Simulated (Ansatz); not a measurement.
Run on Sr (simple hexagonal type): DFT, PBE, all-electron LAPW, scalar-relativistic (Ansatz 0.2.0).

The cell comes from a relaxation on PAW files under the same functional, begun from a prototype that needn't be the stable phase.

Command: `ansatz run input.yaml --threads 1 --pin off --max-ram 2048MiB --backend cpu --events-out ev --progress --plain --runs-dir out` It took 6.2 s on 1 thread of Arm Neoverse V1, with other jobs on the host, peak memory 0.22 GiB.

```yaml
crystal:
  lattice:
    - [4.0806100669, 0.0, 0.0]
    - [-2.0403050334, 3.5339119808, 0.0]
    - [0.0, 0.0, 3.8143880954]
  atoms:
    - { symbol: Sr, position: [0.0, 0.0, 0.0] }
kpoints:
  mp_grid: { grid: [11, 11, 10] }
  band_path:
    path:
      - [0.0, 0.0, 0.0]
      - [0.5, 0.0, 0.0]
      - [0.3333333333, 0.3333333333, 0.0]
      - [0.0, 0.0, 0.0]
      - [0.0, 0.0, 0.5]
      - [0.5, 0.0, 0.5]
      - [0.3333333333, 0.3333333333, 0.5]
      - [0.0, 0.0, 0.5]
      - [0.5, 0.0, 0.5]
    npoints: 14
scf:
  occupations: { method: fermi_dirac, width: 0.05 }
hamiltonian:
  xc: pbe
  pseudopotentials: { kind: all_electron, lapw: { basis_error: 0.001 } }
output:
  forces: true
  stress: true
  eigenvalues: true
  populations: true
  dos: { projected: true, de: 0.2, e_range: [-14, 8] }
```

Output:

```
Sr: projections on atomic orbitals take those of the free atom 1s2 2s2 2p6 3s2 3p6 3d10 4s2 4p6 5s2, of charge +0.00 (hamiltonian.pseudopotentials.projection_atoms)
LAPW: plane waves up to 5.007 Å⁻¹, error target 1.0e-3 eV per atom; small_component_spin mean_spin; Sr in spheres of 1.907 Å, 20 of its electrons in bands, Dirac shells [] (how accurate: hamiltonian.pseudopotentials.lapw.basis_error, Limitations)
Engine: ansatz 0.2.0
Pseudopotentials: kind: all_electron
Pseudopotential: Sr, LAPW, valence charge 20, lapw/all_electron/scalar/gaussian/Sr, Koelling and Harmon's equation, gaussian nucleus
Functional definition: PBE
  parameter kappa = 0.804
  parameter beta = 0.06672455060314922
  exchange = pbe_x(kappa = kappa, mu = beta*pi^2/3)
  correlation = pbe_c(beta = beta)
Crystal: 1 atoms, lattice volume = 55.005 Å³
Basis set: ecut = 95.52989071405186 eV, 133 PW (Γ), exchange–correlation at level 2
Bands: 14, of which v1, the nominal top of the filled ones, is band 10 counted from 1 (9 counted from 0)
Symmetry: 24 space group operations
Space group: P6/mmm (ITA 191), of the structure as read, at distance tolerance 3.8e-5 Å
k-points: 96 of 1210
Non-local potential: Sr, projectors of the file, none
Initial density: superposition of atomic densities (chi_scale 0.1, normalization cell)
Initial wavefunctions: plane waves of lowest kinetic energy (no species holds an atomic orbital)
Functional: x = pbe(κ = 0.804, μ = 0.2195149727645171), c = pbe(β = 0.06672455060314922)
iter 1 solved again at ethr=1.79e-4 eV; its pass at ethr=1.00e-1 eV (dr2=3.59e-2 eV) is discarded
SCF iter   1: F=—  HF=-86518.880869 eV  |F-HF|=—  |Δ(HF+E_count)|=         —  Δρ=4.99e-3  dr2=3.58e-2  ethr=1.79e-4  ⟨swp⟩=3.0  Hψ=8684  notcnv=0
preconditioner: auto → none  [metal: Δε(μ)=0.022 eV  Ē_g=3.308 eV  σ=0.050 eV  W_gap=0.11  n_scr=8 (ndim 8)  ℏωp=7.1 eV  f_vac=0.000  D(μ)=0.96/eV (n_scr^D=8)  sad-step TF]
SCF iter   2: F=—  HF=-86518.885557 eV  |F-HF|=—  |Δ(HF+E_count)|=   4.69e-3  Δρ=4.02e-3  dr2=2.39e-2  ethr=1.79e-4  ⟨swp⟩=2.0  Hψ=4086  notcnv=0
SCF iter   3: F=—  HF=-86518.887213 eV  |F-HF|=—  |Δ(HF+E_count)|=   1.66e-3  Δρ=1.27e-3  dr2=2.44e-3  ethr=1.20e-4  ⟨swp⟩=2.0  Hψ=4050  notcnv=0
iter 4 solved again at ethr=4.43e-8 eV; its pass at ethr=1.22e-5 eV (dr2=8.87e-6 eV) is discarded
SCF iter   4: F=—  HF=-86518.887324 eV  |F-HF|=—  |Δ(HF+E_count)|=   1.11e-4  Δρ=8.21e-5  dr2=8.93e-6  ethr=4.43e-8  ⟨swp⟩=2.1  Hψ=6828  notcnv=0
SCF iter   5: F=—  HF=-86518.887316 eV  |F-HF|=—  |Δ(HF+E_count)|=   7.51e-6  Δρ=1.07e-5  dr2=9.39e-8  ethr=4.43e-8  ⟨swp⟩=2.0  Hψ=4086  notcnv=0
SCF iter   6: F=-86518.887316 eV  HF=-86518.887317 eV  |F-HF|=3.40e-8  |Δ(HF+E_count)|=   1.12e-7  Δρ=1.71e-6  dr2=2.17e-9  ethr=4.69e-10  ⟨swp⟩=3.0  Hψ=4215  notcnv=0
SCF 1 converged in 6 iterations: F = -86518.887316 eV  dr2 = 2.17e-9
NSCF: frozen V_eff on 113 k-points
SCF converged after 6 iterations
Free energy (F): -86518.887316 eV
Harris-Foulkes:  -86518.887317 eV  (|F-HF|=3.40e-8)
Internal energy: -86518.878549 eV  (E = F + TS)
E sigma→0 (E₀):  -86518.882933 eV
Entropy (-TS):   -0.008767 eV (-8.767 meV/atom)
Fermi energy:    5.873189 eV
--- Per-component energies (eV) ---
  E_band       = -1306.548149
  E_kinetic    = 89086.294527
  E_xc         = -2861.857490
  E_electrostatic = -172743.315586  (all electrons and nuclei)
  E_smearing   = -0.008767  (= −TS)
  E_closure    = 0.000000  (closes the sum)
  E_atoms      = -86517.490528  (free atoms, spherical and without spin; not in F)
  Σ components = -86518.887316   (vs F -86518.887316, Δ=0.00e0)
  Basis errors (estimates in eV, not in F): energy 3.6e-4 per atom: plane waves 3.5e-4 (2.0e-4 summed), levels above the bands 1.1e-30, relativity 4.7e-8, radial functions 1.4e-5, core shells 4.0e-8; eigenvalues (radial functions only) 9.4e-7; not estimated: angular momenta, meshes, grids; target (lapw.basis_error) 1.0e-3; muffin-tin radii Sr 1.907 Å
--- Forces (eV/Å), atoms counted from 1 ---
  atom   1  Sr     0.00000000     0.00000000     0.00000000
  max |Σ_I F_I| component: 1.64e-32 eV/Å
--- Stress (GPa, compression-positive) ---
        0.009970      -0.000000       0.000000
       -0.000000       0.009970       0.000000
        0.000000       0.000000       0.032488
  P = ⅓ Tr σ = 0.0175 GPa (0.175 kbar)
--- Band table (eV; the first three rows and the last of 96) ---
  k-point 0: bands = ["-117.7908", "-117.7908", "-117.7856", "-117.7841", "-117.7841", "-30.7985", "-12.6730", "-12.6730", "-12.6426", "2.3506", "6.6857", "8.2403", "8.2403", "11.0010"]
  k-point 1: bands = ["-117.7908", "-117.7908", "-117.7856", "-117.7841", "-117.7841", "-30.7965", "-12.6725", "-12.6704", "-12.6704", "2.4819", "6.7405", "8.2831", "8.2831", "10.7419"]
  k-point 2: bands = ["-117.7908", "-117.7908", "-117.7856", "-117.7841", "-117.7841", "-30.7915", "-12.7497", "-12.6638", "-12.6638", "2.8565", "6.8043", "8.3996", "8.3996", "10.2033"]
  k-point 95: bands = ["-117.7908", "-117.7908", "-117.7856", "-117.7841", "-117.7841", "-30.7598", "-12.9003", "-12.8221", "-12.7789", "6.0861", "6.6616", "7.3621", "7.7534", "9.9490"]
--- Löwdin populations: 1 site ---
  site symbol       q [e]
     0     Sr     37.3695
  spilling = 0.016591 (of n_electrons = 38.000000)
```

populations.tsv:

```
# site	symbol	l	j	q
# orbitals = lowdin
# n_electrons = 38.000000
# spilling = 0.016591
# projection_atom_Sr: 1s2 2s2 2p6 3s2 3p6 3d10 4s2 4p6 5s2
0	Sr	0_1S	-	2.000000
0	Sr	0_2S	-	1.999983
0	Sr	0_3S	-	1.999680
0	Sr	0_4S	-	1.992816
0	Sr	0_5S	-	1.380481
0	Sr	1_2P	-	6.000000
0	Sr	1_3P	-	5.999991
0	Sr	1_4P	-	5.996579
0	Sr	2_3D	-	9.999999
```

Next run (volume at 0.92 of the series' base cell), as changes to the input before:

```diff
   lattice:
-    - [4.0806100669, 0.0, 0.0]
-    - [-2.0403050334, 3.5339119808, 0.0]
-    - [0.0, 0.0, 3.8143880954]
+    - [3.9739386933, 0.0, 0.0]
+    - [-1.9869693467, 3.4415318615, 0.0]
+    - [0.0, 0.0, 3.7001605894]
   atoms:
   mp_grid: { grid: [11, 11, 10] }
-  band_path:
-    path:
-      - [0.0, 0.0, 0.0]
-      - [0.5, 0.0, 0.0]
-      - [0.3333333333, 0.3333333333, 0.0]
-      - [0.0, 0.0, 0.0]
-      - [0.0, 0.0, 0.5]
-      - [0.5, 0.0, 0.5]
-      - [0.3333333333, 0.3333333333, 0.5]
-      - [0.0, 0.0, 0.5]
-      - [0.5, 0.0, 0.5]
-    npoints: 14
 scf:
   populations: true
-  dos: { projected: true, de: 0.2, e_range: [-14, 8] }
```

Results part of the output:

```
SCF 1 converged in 6 iterations: F = -86518.875156 eV  dr2 = 8.19e-9
SCF converged after 6 iterations
Free energy (F): -86518.875156 eV
Harris-Foulkes:  -86518.875156 eV  (|F-HF|=2.10e-8)
Internal energy: -86518.868479 eV  (E = F + TS)
E sigma→0 (E₀):  -86518.871817 eV
Entropy (-TS):   -0.006677 eV (-6.677 meV/atom)
Fermi energy:    6.542060 eV
--- Per-component energies (eV) ---
  E_band       = -1290.508099
  E_kinetic    = 89087.074477
  E_xc         = -2862.241140
  E_electrostatic = -172743.701815  (all electrons and nuclei)
  E_smearing   = -0.006677  (= −TS)
  E_closure    = 0.000000  (closes the sum)
  E_atoms      = -86517.490528  (free atoms, spherical and without spin; not in F)
  Σ components = -86518.875156   (vs F -86518.875156, Δ=0.00e0)
  Basis errors (estimates in eV, not in F): energy 3.6e-4 per atom: plane waves 3.4e-4 (1.9e-4 summed), levels above the bands 2.8e-32, relativity 4.8e-8, radial functions 1.9e-5, core shells 1.0e-7; eigenvalues (radial functions only) 9.6e-7; not estimated: angular momenta, meshes, grids; target (lapw.basis_error) 1.0e-3; muffin-tin radii Sr 1.850 Å
--- Forces (eV/Å), atoms counted from 1 ---
  atom   1  Sr     0.00000000    -0.00000000     0.00000000
  max |Σ_I F_I| component: 1.03e-33 eV/Å
--- Stress (GPa, compression-positive) ---
        0.930112      -0.000000      -0.000000
       -0.000000       0.930112      -0.000000
       -0.000000      -0.000000       0.929096
  P = ⅓ Tr σ = 0.9298 GPa (9.298 kbar)
--- Band table (eV; the first three rows and the last of 96) ---
  k-point 0: bands = ["-116.9609", "-116.9609", "-116.9539", "-116.9523", "-116.9523", "-29.9948", "-11.8478", "-11.8478", "-11.8020", "2.9142", "7.3385", "8.9916", "8.9916", "12.0362"]
  k-point 1: bands = ["-116.9609", "-116.9609", "-116.9539", "-116.9523", "-116.9523", "-29.9920", "-11.8444", "-11.8444", "-11.8421", "3.0570", "7.4123", "9.0388", "9.0388", "11.7423"]
  k-point 2: bands = ["-116.9609", "-116.9609", "-116.9539", "-116.9523", "-116.9523", "-29.9846", "-11.9451", "-11.8354", "-11.8354", "3.4617", "7.5251", "9.1684", "9.1684", "11.1378"]
  k-point 95: bands = ["-116.9609", "-116.9609", "-116.9539", "-116.9523", "-116.9523", "-29.9389", "-12.1422", "-12.0402", "-11.9840", "6.6569", "7.2732", "8.1447", "8.6039", "11.0887"]
--- Löwdin populations: 1 site ---
  site symbol       q [e]
     0     Sr     37.3483
  spilling = 0.017149 (of n_electrons = 38.000000)
```

Next run (volume at 0.84 of the series' base cell), as changes to the input before:

```diff
   lattice:
-    - [3.9739386933, 0.0, 0.0]
-    - [-1.9869693467, 3.4415318615, 0.0]
-    - [0.0, 0.0, 3.7001605894]
+    - [3.8632180241, 0.0, 0.0]
+    - [-1.931609012, 3.3456449493, 0.0]
+    - [0.0, 0.0, 3.5748343337]
   atoms:
```

Command: `ansatz run input.yaml --threads 1 --pin off --max-ram 2048MiB --backend cpu --events-out ev --progress --plain --runs-dir out` It took 4.6 s on 1 thread of Arm Neoverse V1, with other jobs on the host, peak memory 0.21 GiB.

Results part of the output:

```
SCF 1 converged in 6 iterations: F = -86518.832720 eV  dr2 = 7.19e-9
SCF converged after 6 iterations
Free energy (F): -86518.832720 eV
Harris-Foulkes:  -86518.832720 eV  (|F-HF|=2.34e-8)
Internal energy: -86518.826358 eV  (E = F + TS)
E sigma→0 (E₀):  -86518.829539 eV
Entropy (-TS):   -0.006362 eV (-6.362 meV/atom)
Fermi energy:    7.338017 eV
--- Per-component energies (eV) ---
  E_band       = -1271.934259
  E_kinetic    = 89088.012197
  E_xc         = -2862.686958
  E_electrostatic = -172744.151598  (all electrons and nuclei)
  E_smearing   = -0.006362  (= −TS)
  E_closure    = 0.000000  (closes the sum)
  E_atoms      = -86517.490528  (free atoms, spherical and without spin; not in F)
  Σ components = -86518.832720   (vs F -86518.832720, Δ=0.00e0)
  Basis errors (estimates in eV, not in F): energy 3.7e-4 per atom: plane waves 3.4e-4 (1.9e-4 summed), levels above the bands 6.2e-34, relativity 4.7e-8, radial functions 2.4e-5, core shells 2.8e-7; eigenvalues (radial functions only) 9.6e-7; not estimated: angular momenta, meshes, grids; target (lapw.basis_error) 1.0e-3; muffin-tin radii Sr 1.787 Å
--- Forces (eV/Å), atoms counted from 1 ---
  atom   1  Sr    -0.00000000     0.00000000     0.00000000
  max |Σ_I F_I| component: 4.01e-32 eV/Å
--- Stress (GPa, compression-positive) ---
        2.235011       0.000000       0.000000
        0.000000       2.235011       0.000000
        0.000000       0.000000       2.232718
  P = ⅓ Tr σ = 2.2342 GPa (22.342 kbar)
--- Band table (eV; the first three rows and the last of 96) ---
  k-point 0: bands = ["-116.0009", "-116.0009", "-115.9930", "-115.9909", "-115.9909", "-29.0703", "-10.8896", "-10.8896", "-10.8209", "3.5985", "8.1011", "9.8657", "9.8657", "13.2554"]
  k-point 1: bands = ["-116.0009", "-116.0009", "-115.9930", "-115.9909", "-115.9909", "-29.0661", "-10.8849", "-10.8849", "-10.8760", "3.7558", "8.2012", "9.9187", "9.9187", "12.9152"]
  k-point 2: bands = ["-116.0009", "-116.0009", "-115.9929", "-115.9909", "-115.9909", "-29.0550", "-11.0172", "-10.8724", "-10.8724", "4.1976", "8.3830", "10.0647", "10.0647", "12.2253"]
  k-point 95: bands = ["-116.0009", "-116.0009", "-115.9929", "-115.9909", "-115.9909", "-28.9875", "-11.2820", "-11.1385", "-11.0648", "7.3217", "7.9836", "9.0754", "9.6184", "12.4622"]
--- Löwdin populations: 1 site ---
  site symbol       q [e]
     0     Sr     37.3205
  spilling = 0.017882 (of n_electrons = 38.000000)
```

Next run (volume at 0.76 of the series' base cell), as changes to the input before:

```diff
   lattice:
-    - [3.8632180241, 0.0, 0.0]
-    - [-1.931609012, 3.3456449493, 0.0]
-    - [0.0, 0.0, 3.5748343337]
+    - [3.7467869239, 0.0, 0.0]
+    - [-1.873393462, 3.2448126587, 0.0]
+    - [0.0, 0.0, 3.4385130114]
   atoms:
```

Results part of the output:

```
SCF 1 converged in 6 iterations: F = -86518.748039 eV  dr2 = 2.09e-9
SCF converged after 6 iterations
Free energy (F): -86518.748039 eV
Harris-Foulkes:  -86518.748039 eV  (|F-HF|=7.48e-9)
Internal energy: -86518.742502 eV  (E = F + TS)
E sigma→0 (E₀):  -86518.745271 eV
Entropy (-TS):   -0.005537 eV (-5.537 meV/atom)
Fermi energy:    8.306515 eV
--- Per-component energies (eV) ---
  E_band       = -1250.108141
  E_kinetic    = 89089.096491
  E_xc         = -2863.212387
  E_electrostatic = -172744.626606  (all electrons and nuclei)
  E_smearing   = -0.005537  (= −TS)
  E_closure    = 0.000000  (closes the sum)
  E_atoms      = -86517.490528  (free atoms, spherical and without spin; not in F)
  Σ components = -86518.748039   (vs F -86518.748039, Δ=0.00e0)
  Basis errors (estimates in eV, not in F): energy 3.7e-4 per atom: plane waves 3.4e-4 (1.9e-4 summed), levels above the bands 1.4e-35, relativity 4.8e-8, radial functions 2.9e-5, core shells 8.4e-7; eigenvalues (radial functions only) 8.7e-7; not estimated: angular momenta, meshes, grids; target (lapw.basis_error) 1.0e-3; muffin-tin radii Sr 1.719 Å
--- Forces (eV/Å), atoms counted from 1 ---
  atom   1  Sr     0.00000000    -0.00000000     0.00000000
  max |Σ_I F_I| component: 1.03e-32 eV/Å
--- Stress (GPa, compression-positive) ---
        4.058422      -0.000000       0.000000
       -0.000000       4.058422       0.000000
        0.000000       0.000000       4.067151
  P = ⅓ Tr σ = 4.0613 GPa (40.613 kbar)
--- Band table (eV; the first three rows and the last of 96) ---
  k-point 0: bands = ["-114.8740", "-114.8740", "-114.8668", "-114.8638", "-114.8638", "-27.9928", "-9.7586", "-9.7586", "-9.6550", "4.4454", "9.0056", "10.8990", "10.8990", "14.7146"]
  k-point 1: bands = ["-114.8740", "-114.8740", "-114.8668", "-114.8638", "-114.8638", "-27.9862", "-9.7518", "-9.7518", "-9.7330", "4.6211", "9.1421", "10.9595", "10.9595", "14.3128"]
  k-point 2: bands = ["-114.8740", "-114.8740", "-114.8668", "-114.8638", "-114.8638", "-27.9688", "-9.9312", "-9.7339", "-9.7339", "5.1081", "9.4205", "11.1266", "11.1266", "13.5125"]
  k-point 95: bands = ["-114.8740", "-114.8740", "-114.8668", "-114.8638", "-114.8638", "-27.8666", "-10.2958", "-10.0825", "-9.9849", "8.1088", "8.8224", "10.1985", "10.8452", "14.1472"]
--- Löwdin populations: 1 site ---
  site symbol       q [e]
     0     Sr     37.2843
  spilling = 0.018833 (of n_electrons = 38.000000)
```

Next run (volume at 0.68 of the series' base cell), as changes to the input before:

```diff
   lattice:
-    - [3.7467869239, 0.0, 0.0]
-    - [-1.873393462, 3.2448126587, 0.0]
-    - [0.0, 0.0, 3.4385130114]
+    - [3.6133892631, 0.0, 0.0]
+    - [-1.8066946315, 3.1292868956, 0.0]
+    - [0.0, 0.0, 3.3079160919]
   atoms:
```

Results part of the output:

```
SCF 1 converged in 6 iterations: F = -86518.599468 eV  dr2 = 2.86e-9
SCF converged after 6 iterations
Free energy (F): -86518.599468 eV
Harris-Foulkes:  -86518.599468 eV  (|F-HF|=3.84e-9)
Internal energy: -86518.595430 eV  (E = F + TS)
E sigma→0 (E₀):  -86518.597449 eV
Entropy (-TS):   -0.004038 eV (-4.038 meV/atom)
Fermi energy:    9.479480 eV
--- Per-component energies (eV) ---
  E_band       = -2673.361707
  E_kinetic    = 89090.586951
  E_xc         = -2863.840778
  E_electrostatic = -172745.341603  (all electrons and nuclei)
  E_smearing   = -0.004038  (= −TS)
  E_closure    = 0.000000  (closes the sum)
  E_atoms      = -86517.490528  (free atoms, spherical and without spin; not in F)
  Σ components = -86518.599468   (vs F -86518.599468, Δ=0.00e0)
  Basis errors (estimates in eV, not in F): energy 3.7e-4 per atom: plane waves 3.4e-4 (1.9e-4 summed), levels above the bands 1.1e-37, relativity 4.5e-8, radial functions 3.3e-5, core shells 5.6e-8; eigenvalues (radial functions only) 8.8e-7; not estimated: angular momenta, meshes, grids; target (lapw.basis_error) 1.0e-3; muffin-tin radii Sr 1.654 Å
--- Forces (eV/Å), atoms counted from 1 ---
  atom   1  Sr     0.00000000     0.00000000    -0.00000000
  max |Σ_I F_I| component: 8.22e-32 eV/Å
--- Stress (GPa, compression-positive) ---
        6.986790      -0.000000      -0.000000
       -0.000000       6.986790      -0.000000
       -0.000000      -0.000000       6.968858
  P = ⅓ Tr σ = 6.9808 GPa (69.808 kbar)
--- Band table (eV; the first three rows and the last of 96) ---
  k-point 0: bands = ["-241.5789", "-241.5789", "-241.5670", "-113.5226", "-113.5226", "-113.5148", "-113.5111", "-113.5111", "-26.7143", "-8.3879", "-8.3879", "-8.2531", "5.5148", "10.0906", "12.1605", "12.1605", "16.4761"]
  k-point 1: bands = ["-241.5789", "-241.5789", "-241.5670", "-113.5226", "-113.5226", "-113.5148", "-113.5111", "-113.5111", "-26.7041", "-8.3784", "-8.3784", "-8.3624", "5.7119", "10.2695", "12.2286", "12.2286", "16.0096"]
  k-point 2: bands = ["-241.5789", "-241.5789", "-241.5670", "-113.5226", "-113.5226", "-113.5148", "-113.5111", "-113.5111", "-26.6774", "-8.6376", "-8.3533", "-8.3533", "6.2487", "10.6624", "12.4173", "12.4173", "15.0917"]
  k-point 95: bands = ["-241.5789", "-241.5789", "-241.5670", "-113.5226", "-113.5226", "-113.5148", "-113.5111", "-113.5111", "-26.5193", "-9.1231", "-8.8323", "-8.6980", "9.0680", "9.8481", "11.5544", "12.3384", "16.2153"]
--- Löwdin populations: 1 site ---
  site symbol       q [e]
     0     Sr     37.2530
  spilling = 0.019657 (of n_electrons = 38.000000)
```

Next run (volume at 0.6 of the series' base cell), as changes to the input before:

```diff
   lattice:
-    - [3.6133892631, 0.0, 0.0]
-    - [-1.8066946315, 3.1292868956, 0.0]
-    - [0.0, 0.0, 3.3079160919]
+    - [3.471382835, 0.0, 0.0]
+    - [-1.7356914175, 3.0063057214, 0.0]
+    - [0.0, 0.0, 3.1624327481]
   atoms:
```

Results part of the output:

```
SCF 1 converged in 6 iterations: F = -86518.350124 eV  dr2 = 6.26e-9
SCF converged after 6 iterations
Free energy (F): -86518.350124 eV
Harris-Foulkes:  -86518.350124 eV  (|F-HF|=6.17e-9)
Internal energy: -86518.346016 eV  (E = F + TS)
E sigma→0 (E₀):  -86518.348070 eV
Entropy (-TS):   -0.004108 eV (-4.108 meV/atom)
Fermi energy:    10.972912 eV
--- Per-component energies (eV) ---
  E_band       = -2631.434544
  E_kinetic    = 89092.443045
  E_xc         = -2864.614303
  E_electrostatic = -172746.174758  (all electrons and nuclei)
  E_smearing   = -0.004108  (= −TS)
  E_closure    = 0.000000  (closes the sum)
  E_atoms      = -86517.490528  (free atoms, spherical and without spin; not in F)
  Σ components = -86518.350124   (vs F -86518.350124, Δ=0.00e0)
  Basis errors (estimates in eV, not in F): energy 3.9e-4 per atom: plane waves 3.5e-4 (1.9e-4 summed), levels above the bands 1.5e-39, relativity 5.4e-8, radial functions 4.0e-5, core shells 2.1e-7; eigenvalues (radial functions only) 9.1e-7; not estimated: angular momenta, meshes, grids; target (lapw.basis_error) 1.0e-3; muffin-tin radii Sr 1.581 Å
--- Forces (eV/Å), atoms counted from 1 ---
  atom   1  Sr    -0.00000000    -0.00000000     0.00000000
  max |Σ_I F_I| component: 3.29e-32 eV/Å
--- Stress (GPa, compression-positive) ---
       11.377684       0.000000       0.000000
        0.000000      11.377684       0.000000
        0.000000       0.000000      11.688401
  P = ⅓ Tr σ = 11.4813 GPa (114.813 kbar)
--- Band table (eV; the first three rows and the last of 96) ---
  k-point 0: bands = ["-239.9298", "-239.9298", "-239.9163", "-111.8729", "-111.8729", "-111.8644", "-111.8599", "-111.8599", "-25.1765", "-6.6995", "-6.6995", "-6.5115", "6.9085", "11.4287", "13.7139", "13.7139", "18.6764"]
  k-point 1: bands = ["-239.9298", "-239.9298", "-239.9163", "-111.8729", "-111.8729", "-111.8644", "-111.8599", "-111.8599", "-25.1603", "-6.6856", "-6.6856", "-6.6705", "7.1337", "11.6707", "13.7922", "13.7922", "18.1191"]
  k-point 2: bands = ["-239.9298", "-239.9298", "-239.9163", "-111.8729", "-111.8729", "-111.8643", "-111.8599", "-111.8599", "-25.1174", "-7.0656", "-6.6489", "-6.6489", "7.7310", "12.2345", "14.0098", "14.0098", "17.0414"]
  k-point 95: bands = ["-239.9298", "-239.9298", "-239.9163", "-111.8729", "-111.8729", "-111.8643", "-111.8599", "-111.8599", "-24.8640", "-7.7319", "-7.3155", "-7.1285", "10.2498", "11.1088", "13.2640", "14.2249", "18.8492"]
--- Löwdin populations: 1 site ---
  site symbol       q [e]
     0     Sr     37.2082
  spilling = 0.020837 (of n_electrons = 38.000000)
```
